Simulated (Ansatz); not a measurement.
Input and command of a plane-wave DFT calculation in Ansatz:

```yaml
crystal:
  lattice:
    - [3.5196864581, 0.0, 0.0]
    - [-1.7598432291, 3.0481378862, 0.0]
    - [0.0, 0.0, 3.7146638149]
  atoms:
    - { symbol: Mg, position: [0.0, 0.0, 0.0] }
    - { symbol: B, position: [0.0, 0.0, 0.5] }
    - { symbol: B, position: [0.3333333333, 0.6666666667, 0.0] }
    - { symbol: B, position: [0.6666666667, 0.3333333333, 0.0] }
basis:
  ecutwfc: 420
kpoints:
  mp_grid: { grid: [6, 6, 6] }
hamiltonian:
  xc: pbe
scf:
  occupations: { method: gaussian, width: 0.1 }
  lower_state_search: "off"
output:
  forces: true
  stress: true
  eigenvalues: true
```

```bash
ansatz run input.yaml --threads 1 --pin off --max-ram 2560MiB --backend cpu --events-out ev --progress --plain --runs-dir out
```

Processor: Intel(R) Xeon(R) 6975P-C (Granite Rapids), 1 thread, on a host shared with other jobs.

Q: How long does it run, and how much memory does it take?

A: About 0.59 s on 1 thread of Intel(R) Xeon(R) 6975P-C (Granite Rapids), with other jobs on the host, peak memory 0.31 GiB. It solves 14 bands at 28 k points (the mesh reduced by the symmetry that the task leaves, which can be less than the crystal's) with about 787 plane waves, in 6 SCF iterations.
